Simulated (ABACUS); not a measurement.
# MoS2 in ABACUS: relaxation of cell and atoms with PBE

Aim: the relaxation of cell and atoms of MoS2 with PBE.

Program: ABACUS 3.10.1. These are calculated values, not measurements. Logs are shortened: lines on timing, memory, paths and dates and some standing lists are left out, and cuts for length are marked.

## 1. The slab as given

The cell holds a slab with vacuum, 3 atoms: a = 3.184 Å, b = 3.184 Å, c = 17.335 Å, α = 90.00°, β = 90.00°, γ = 120.00°.

## 2. Relaxation of cell and atoms, PBE

File run_abacus.py:

```python
"""ABACUS run from a structure file: ASE reads it, the script writes STRU, KPT and INPUT."""
import re
import subprocess
from ase.io import read
from ase.units import Bohr

atoms = read("MoS2.xyz")
atoms = atoms[(-atoms.numbers).argsort(kind="stable")]  # ABACUS lists atoms element by element
pseudo = {'Mo': 'mo_pbe_v1.uspp.F.UPF', 'S': 's_pbe_v1.4.uspp.F.UPF'}
orbital = {}
magmoms = None
kmesh = [8, 8, 2]
params = {
    'suffix': 'MoS2',
    'calculation': 'cell-relax',
    'basis_type': 'pw',
    'pseudo_dir': './',
    'symmetry': 1,
    'dft_functional': 'pbe',
    'ecutwfc': 40,
    'pseudo_rcut': 10,
    'nspin': 1,
    'nbands': 17,
    'ks_solver': 'dav',
    'smearing_method': 'fd',
    'smearing_sigma': 0.00367493,
    'scf_thr': 1e-08,
    'scf_nmax': 100,
    'mixing_type': 'broyden',
    'mixing_beta': 0.7,
    'cal_force': 1,
    'cal_stress': 1,
    'ecutrho': 320,
    'relax_nmax': 60,
    'force_thr_ev': 0.01,
    'relax_method': 'cg',
    'out_stru': 1,
    'stress_thr': 0.2,
    'kpar': 4,
}

symbols = atoms.get_chemical_symbols()
elements = list(dict.fromkeys(symbols))
lines = ["ATOMIC_SPECIES"] + [f"{e} {atoms.get_masses()[symbols.index(e)]:.4f} {pseudo[e]}" for e in elements]
if orbital:
    lines += ["", "NUMERICAL_ORBITAL"] + [orbital[e] for e in elements]
lines += ["", "LATTICE_CONSTANT", f"{1 / Bohr:.10f}", "", "LATTICE_VECTORS"]
lines += [" ".join(f"{x:.10f}" for x in v) for v in atoms.cell]
lines += ["", "ATOMIC_POSITIONS", "Direct"]
for e in elements:
    lines += ["", e, "0.0", str(symbols.count(e))]
    for i, p in enumerate(atoms.get_scaled_positions(wrap=False)):
        if symbols[i] == e:
            mag = "" if magmoms is None else " mag " + " ".join(str(x) for x in (magmoms[i] if isinstance(magmoms[i], list) else [magmoms[i]]))
            lines.append(" ".join(f"{x:.10f}" for x in p) + " 1 1 1" + mag)
open("STRU", "w").write("\n".join(lines) + "\n")
open("KPT", "w").write("K_POINTS\n0\nGamma\n%d %d %d 0 0 0\n" % tuple(kmesh))
open("INPUT", "w").write("INPUT_PARAMETERS\n" + "".join(f"{k:<20s}{v}\n" for k, v in params.items()))

done = subprocess.run(['mpirun', '-np', '4', 'abacus'])
if done.returncode:
    raise SystemExit(done.returncode)
log = open("OUT.MoS2/running_cell-relax.log").read()
print("final energy (eV):", re.findall(r"FINAL_ETOT_IS (\S+)", log))
```

File MoS2.xyz:

```xyz
3
Lattice="3.1841260822 0.0000000000 0.0000000000 -1.5920630411 2.7575340760 0.0000000000 0.0000000000 0.0000000000 17.3345999500" Properties=species:S:1:pos:R:3 pbc="T T T"
Mo     0.0000000000      0.0000000000      0.0000000000
S     -0.0000000002      1.8383560508     15.7832749434
S     -0.0000000002      1.8383560508      1.5513250066
```

Potentials or basis: GBRV ultrasoft 1.5 PBE, plane waves.

On the command line:

```sh
$ OMP_NUM_THREADS=1 python run_abacus.py > log
```

running log:

```text
ABACUS v3.10.1

               Atomic-orbital Based Ab-initio Computation at UStc

 ------------------------------------------------------------------------------------

 READING GENERAL INFORMATION
                           global_out_dir = OUT.MoS2/
                           global_in_card = INPUT
                               pseudo_dir = ./
                              orbital_dir =
                                    DSIZE = 4
                                    GSIZE = 1

 READING UNITCELL INFORMATION
                                    ntype = 2
                  lattice constant (Bohr) = 1.88973
              lattice constant (Angstrom) = 1

 READING ATOM TYPE 1
                               atom label = Mo
                      L=0, number of zeta = 1
                      L=1, number of zeta = 1
                      L=2, number of zeta = 1
             number of atom for this type = 1

 READING ATOM TYPE 2
                               atom label = S
                      L=0, number of zeta = 1
                      L=1, number of zeta = 1
                      L=2, number of zeta = 1
             number of atom for this type = 2

                        TOTAL ATOM NUMBER = 3
DIRECT COORDINATES
    atom                   x                   y                   z     mag                  vx                  vy                  vz
taud_Mo1            0.0000000000        0.0000000000        0.0000000000  0.0000        0.0000000000        0.0000000000        0.0000000000
taud_S1            0.3333333333        0.6666666667        0.9105070200  0.0000        0.0000000000        0.0000000000        0.0000000000
taud_S2            0.3333333333        0.6666666667        0.0894929800  0.0000        0.0000000000        0.0000000000        0.0000000000
[... 4 lines left out ...]
 Lattice vectors: (Cartesian coordinate: in unit of a_0)
             +3.18413                  +0                  +0
             -1.59206            +2.75753                  +0
                   +0                  +0            +17.3346
 Reciprocal vectors: (Cartesian coordinate: in unit of 2 pi/a_0)
            +0.314058           +0.181321                  -0
                   -0           +0.362643                  -0
                   +0                  -0          +0.0576881
 The esolver type has been set to : ksdft_pw

                PAO radial cut off (Bohr) = 10

 Read in pseudopotential file is mo_pbe_v1.uspp.F.UPF
                     pseudopotential type = US
          exchange-correlation functional = PBE
                 nonlocal core correction = 1
                        valence electrons = 14
                                     lmax = 2
                           number of zeta = 5
                     number of projectors = 6
                           L of projector = 0
                           L of projector = 0
                           L of projector = 1
                           L of projector = 1
                           L of projector = 2
                           L of projector = 2
                PAO radial cut off (Bohr) = 10

 Read in pseudopotential file is s_pbe_v1.4.uspp.F.UPF
                     pseudopotential type = US
          exchange-correlation functional = PBE
                 nonlocal core correction = 1
                        valence electrons = 6
                                     lmax = 2
                           number of zeta = 2
                     number of projectors = 6
                           L of projector = 0
                           L of projector = 0
                           L of projector = 1
                           L of projector = 1
                           L of projector = 2
                           L of projector = 2
[... 95 lines left out ...]
                                       S3 = 2
                                       S4 = 0
                                       S6 = 0
                              POINT GROUP = D_3h
                                       C2 = 3
                                       C3 = 2
                                       C4 = 0
                                       C6 = 0
                                       S1 = 4
                                       S3 = 2
                                       S4 = 0
                                       S6 = 0
               POINT GROUP IN SPACE GROUP = D_3h

 SETUP K-POINTS
                                    nspin = 1
                   Input type of k points = Monkhorst-Pack(Gamma)
                                   nkstot = 128
                       right hand lattice = 1
(for reciprocal lattice: )
                             BRAVAIS TYPE = 4
                     BRAVAIS LATTICE NAME = 04. Hexagonal cell
                                    ibrav = 4
                       right hand lattice = 1
(for k-lattice: )
                             BRAVAIS TYPE = 4
                     BRAVAIS LATTICE NAME = 04. Hexagonal cell
                                    ibrav = 4
                       right hand lattice = 1
                        ROTATION MATRICES = 24
                               nkstot_ibz = 20
K-POINTS REDUCTION ACCORDING TO SYMMETRY
     IBZ    DIRECT_X    DIRECT_Y    DIRECT_Z  WEIGHT  ibz2bz
       1  0.00000000  0.00000000  0.00000000  0.0078       0
       2 -0.12500000  0.12500000  0.00000000  0.0469       1
       3 -0.25000000  0.25000000  0.00000000  0.0469       2
       4 -0.37500000  0.37500000  0.00000000  0.0469       3
       5  0.50000000  0.50000000  0.00000000  0.0234       4
       6 -0.12500000  0.25000000  0.00000000  0.0469       9
[... 12 lines left out ...]
      19  0.50000000  0.25000000  0.50000000  0.0469      82
      20  0.37500000  0.37500000  0.50000000  0.0469      83

                               nkstot now = 20
[... K-POINTS DIRECT COORDINATES: 20 rows ...]

           k-point number in this process = 5
       minimum distributed K point number = 5
[... stars of the k points ...]

[... K-POINTS CARTESIAN COORDINATES: 5 rows ...]

[... K-POINTS DIRECT COORDINATES: 5 rows ...]

 SETUP PLANE WAVES FOR WAVE FUNCTIONS
     energy cutoff for wavefunc (unit:Ry) = 40
              fft grid for wave functions = [ 25, 25, 135 ]
                    number of plane waves = 6899
                         number of sticks = 139

 PARALLEL PW FOR WAVE FUNCTIONS
     PROC   COLUMNS(POT)             PW
        1            139           6899
 --------------- sum -------------------
        1            139           6899

 SETUP NONLOCAL PSEUDOPOTENTIALS IN PLANE WAVE BASIS
 Mo non-local projectors:
 projector 1 L=0
 projector 2 L=0
 projector 3 L=1
 projector 4 L=1
 projector 5 L=2
 projector 6 L=2
 S non-local projectors:
 projector 1 L=0
 projector 2 L=0
 projector 3 L=1
 projector 4 L=1
 projector 5 L=2
 projector 6 L=2
      TOTAL NUMBER OF NONLOCAL PROJECTORS = 54

 Init Non-Local PseudoPotential table :
 Init Non-Local-Pseudopotential done.

                                     npwx = 4394

 Make real space PAO into reciprocal space.
       max mesh points in Pseudopotential = 725
     dq(describe PAO in reciprocal space) = 0.01
                                    max q = 1272

 number of pseudo atomic orbitals for Mo is 5
WARNING: norm of atomic wavefunction # 3 of atomic type Mo is 0.999994, renormalized
WARNING: norm of atomic wavefunction # 4 of atomic type Mo is 0.999746, renormalized
WARNING: norm of atomic wavefunction # 5 of atomic type Mo is 0.988774, renormalized

 number of pseudo atomic orbitals for S is 2
WARNING: norm of atomic wavefunction # 2 of atomic type S is 0.999995, renormalized

 -------------------------------------------
 STEP OF RELAXATION : 1
 -------------------------------------------
                                 init_chg = atomic

 PW ALGORITHM --------------- ION=   1  ELEC=   1--------------------------------

 Notice: Threshold on eigenvalues was too large.
 hsover_error=0.26 > DRHO=0.122743
 Origin diag ethr = 0.01
 New diag ethr = 0.00047209
[... 864 lines left out ...]
 Largest gradient in stress is 0.118199 kbar.
 Threshold is 0.200000 kbar.

 Relaxation is converged!

 --------------------------------------------
 !FINAL_ETOT_IS -2554.2188354192758197 eV
 --------------------------------------------
```

STRU:

```text
ATOMIC_SPECIES
Mo 95.9500 mo_pbe_v1.uspp.F.UPF
S 32.0600 s_pbe_v1.4.uspp.F.UPF

LATTICE_CONSTANT
1.8897261258

LATTICE_VECTORS
3.1841260822 0.0000000000 0.0000000000
-1.5920630411 2.7575340760 0.0000000000
0.0000000000 0.0000000000 17.3345999500

ATOMIC_POSITIONS
Direct

Mo
0.0
1
0.0000000000 0.0000000000 0.0000000000 1 1 1

S
0.0
2
0.3333333333 0.6666666667 0.9105070200 1 1 1
0.3333333333 0.6666666667 0.0894929800 1 1 1
```

Run time: 9.8 min. Hardware: 4 MPI ranks of Intel Xeon Platinum 8259CL at 2.50GHz (Skylake/Cascade Lake), shared host; peak memory 1.7 GiB.

What came out:

```yaml
Free_energy: -2554.2188 eV
Relaxed_volume: 50.89 Å³/atom
Relaxed_cell: a = 3.183 Å, b = 3.183 Å, c = 17.406 Å, α = 90.00°, β = 90.00°, γ = 120.00°
Space_group_after_relaxing_to_0.05_Å: P-6m2 (No. 187)
Energy_gained_by_relaxing: 0.7 meV/atom
Ionic_steps: 7
Band_gap_on_the_k_mesh: 1.84 eV, indirect (least direct gap 1.99 eV)
```

Forces on the atoms (eV/Å):
```
Mo   0.000  0.000  0.000
S    0.000  0.000 -0.003
S    0.000  0.000  0.003
```

The path:
| step | energy change (eV) | largest force (eV/Å) | pressure (GPa) | volume (Å³) |
| --- | --- | --- | --- | --- |
| 1 | 0.0000 | 0.2007 | 0.33 | 152.20 |
| 2 | 0.0050 | 0.3278 | -0.80 | 154.62 |
| 3 | -0.0019 | 0.0144 | -0.07 | 153.03 |
| 4 | -0.0021 | 0.0000 | -0.01 | 152.70 |
| 5 | -0.0021 | 0.0001 | -0.01 | 152.71 |
| 6 | -0.0021 | 0.0126 | 0.02 | 152.64 |
| 7 | -0.0021 | 0.0029 | 0.00 | 152.68 |

Final structure:
```
Mo S
1.0
     3.18257    0.00000    0.00000
    -1.59129    2.75619    0.00000
     0.00000    0.00000   17.40638
Mo S
1 2
Direct
  0.00000 0.00000 0.00000
  0.33333 0.66667 0.91025
  0.33333 0.66667 0.08975
```

Caveat: there are fewer bands than atomic start orbitals, so a level may be missed at k points of high symmetry.
